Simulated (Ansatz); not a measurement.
Ansatz input file:

```yaml
crystal:
  lattice:
    - [4.2041099661, 0.0, 0.0]
    - [-2.102054983, 3.6408660309, 0.0]
    - [0.0, 0.0, 28.7305656526]
  atoms:
    - { symbol: Se, position: [0.3333333333, 0.6666666667, 0.2610460264] }
    - { symbol: Sn, position: [0.6666666667, 0.3333333333, 0.3207845198] }
    - { symbol: Se, position: [0.0, 0.0, 0.3805230132] }
    - { symbol: Sn, position: [0.3333333333, 0.6666666667, 0.4402615066] }
    - { symbol: Se, position: [0.6666666667, 0.3333333333, 0.5] }
    - { symbol: Sn, position: [0.0, 0.0, 0.5597384934] }
    - { symbol: Se, position: [0.3333333333, 0.6666666667, 0.6194769868] }
    - { symbol: Sn, position: [0.6666666667, 0.3333333333, 0.6792154802] }
    - { symbol: Se, position: [0.0, 0.0, 0.7389539736] }
  periodic: [true, true, false]
basis:
  ecutwfc: 420
kpoints:
  mp_grid: { grid: [9, 9, 1] }
hamiltonian:
  xc: pbesol
scf:
  occupations: { method: gaussian, width: 0.05 }
output:
  forces: true
  stress: true
  eigenvalues: true
```

Run as
```bash
ansatz run input.yaml --threads 1 --pin off --max-ram 2560MiB --backend cpu --events-out ev --progress --plain --runs-dir out
```

These are results of Ansatz 0.2.0, DFT PBEsol, scalar-relativistic, plane waves, PAW, not measurements.

Abridged output (final results; tables in files aren't shown):

```
SCF 1 converged in 9 iterations: F = -50922.679603 eV  dr2 = 6.53e-8
SCF converged after 9 iterations
Free energy (F): -50922.679603 eV
Harris-Foulkes:  -50922.679603 eV  (|F-HF|=3.66e-8)
Internal energy: -50922.671688 eV  (E = F + TS)
E sigma→0 (E₀):  -50922.675646 eV
Entropy (-TS):   -0.007914 eV (-0.879 meV/atom)
Fermi energy:    -5.878085 eV
--- Per-component energies (eV) ---
  E_band       = -4270.037254
  E_kinetic    = 1326.878347
  E_local      = -851263.212091  (includes V_loc(G=0)·N_el)
  E_nonlocal   = -3084.676635
  E_hartree    = 424971.723863
  E_xc         = -2029.994863
  E_vxc        = -872.289059  (∫ρ·V_xc dr)
  E_paw        = -25593.337771  (= ΣΔE_a)
  E_vpaw       = -320.124809  (= ΣTr[D̂ρ^β])
  E_aug_tail   = -0.003016  (compensation charges beyond the density's cutoff)
  E_ewald      = 404743.768866
  E_core_change = 6.181611  (= ΣΔE_core)
  E_smearing   = -0.007914  (= −TS)
--- Forces (eV/Å), atoms counted from 1 ---
  atom   1  Se     0.00000000     0.00000000     1.68080077
  atom   2  Sn     0.00000000     0.00000000    -1.93361058
  atom   3  Se     0.00000000     0.00000000     0.55197360
  atom   4  Sn     0.00000000     0.00000000    -0.25034547
  atom   5  Se     0.00000000     0.00000000     0.00000000
  atom   6  Sn     0.00000000     0.00000000     0.25034547
  atom   7  Se     0.00000000     0.00000000    -0.55197360
  atom   8  Sn     0.00000000     0.00000000     1.93361058
  atom   9  Se     0.00000000     0.00000000    -1.68080077
--- 2D stress c σ (N/m, compression-positive) ---
       -6.975500       0.000000       0.000000
        0.000000      -6.975500       0.000000
        0.000000       0.000000       0.000000
  P = ½ c Tr σ = -6.9755 N/m
--- Band table (eV; the first three rows and the last of 12) ---
  k-point 0: bands = ["-53.7833", "-53.7833", "-53.7744", "-53.7744", "-53.7703", "-53.6963", "-53.6963", "-53.6963", "-53.6963", "-53.6853", "-53.6853", "-53.6853", "-53.6853", "-53.6806", "-53.6806", "-52.7745", "-52.7745", "-52.7704", "-52.7704", "-52.7704", "-52.7704", "-52.7574", "-52.7574", "-52.7574", "-52.7574", "-27.3848", "-27.3848", "-27.3803", "-27.3803", "-27.3674", "-27.3674", "-27.3660", "-27.3646", "-27.3602", "-27.3602", "-27.0452", "-27.0452", "-27.0452", "-27.0452", "-27.0388", "-27.0388", "-27.0330", "-27.0330", "-27.0330", "-27.0330", "-19.8834", "-19.5170", "-19.1821", "-17.9132", "-17.9014", "-13.7119", "-12.7609", "-11.7243", "-11.0147", "-8.1339", "-8.1339", "-7.9718 ...
  k-point 1: bands = ["-53.7833", "-53.7832", "-53.7744", "-53.7744", "-53.7703", "-53.6963", "-53.6963", "-53.6963", "-53.6963", "-53.6853", "-53.6853", "-53.6853", "-53.6853", "-53.6806", "-53.6806", "-52.7745", "-52.7745", "-52.7704", "-52.7704", "-52.7704", "-52.7704", "-52.7574", "-52.7574", "-52.7574", "-52.7574", "-27.3864", "-27.3830", "-27.3811", "-27.3785", "-27.3691", "-27.3678", "-27.3654", "-27.3631", "-27.3609", "-27.3600", "-27.0466", "-27.0466", "-27.0437", "-27.0437", "-27.0377", "-27.0377", "-27.0339", "-27.0339", "-27.0328", "-27.0328", "-19.8032", "-19.4443", "-19.1228", "-17.8615", "-17.8513", "-13.6181", "-12.7436", "-11.8403", "-11.3624", "-8.8115", "-8.4365", "-8.4336 ...
  k-point 2: bands = ["-53.7833", "-53.7832", "-53.7744", "-53.7744", "-53.7703", "-53.6963", "-53.6963", "-53.6962", "-53.6962", "-53.6853", "-53.6853", "-53.6853", "-53.6853", "-53.6805", "-53.6805", "-52.7744", "-52.7744", "-52.7704", "-52.7704", "-52.7704", "-52.7704", "-52.7574", "-52.7574", "-52.7574", "-52.7574", "-27.3912", "-27.3837", "-27.3787", "-27.3744", "-27.3722", "-27.3678", "-27.3662", "-27.3606", "-27.3595", "-27.3590", "-27.0509", "-27.0509", "-27.0409", "-27.0409", "-27.0369", "-27.0369", "-27.0335", "-27.0335", "-27.0313", "-27.0313", "-19.5789", "-19.2459", "-18.9688", "-17.7250", "-17.7192", "-13.3812", "-12.7918", "-12.1957", "-12.0187", "-9.8270", "-9.0894", "-8.8904 ...
  k-point 11: bands = ["-53.7832", "-53.7832", "-53.7745", "-53.7745", "-53.7703", "-53.6962", "-53.6962", "-53.6962", "-53.6962", "-53.6853", "-53.6853", "-53.6853", "-53.6853", "-53.6805", "-53.6805", "-52.7744", "-52.7744", "-52.7704", "-52.7704", "-52.7704", "-52.7704", "-52.7574", "-52.7574", "-52.7574", "-52.7574", "-27.3934", "-27.3840", "-27.3840", "-27.3754", "-27.3683", "-27.3675", "-27.3675", "-27.3623", "-27.3533", "-27.3533", "-27.0506", "-27.0506", "-27.0490", "-27.0490", "-27.0313", "-27.0313", "-27.0310", "-27.0310", "-27.0287", "-27.0287", "-18.7848", "-18.6642", "-18.6642", "-17.3603", "-17.3603", "-13.3368", "-13.3368", "-12.8381", "-12.8125", "-10.5566", "-10.5566", "-10. ...
  ° read free of the cell's end (the report's vacuum.weakly_bound_levels)
```

The calculation finished and met its thresholds.

Time: 110 s on 1 thread of Intel(R) Xeon(R) Processor @ 2.50GHz (Skylake/Cascade Lake) (shared host), peak memory 1.2 GiB.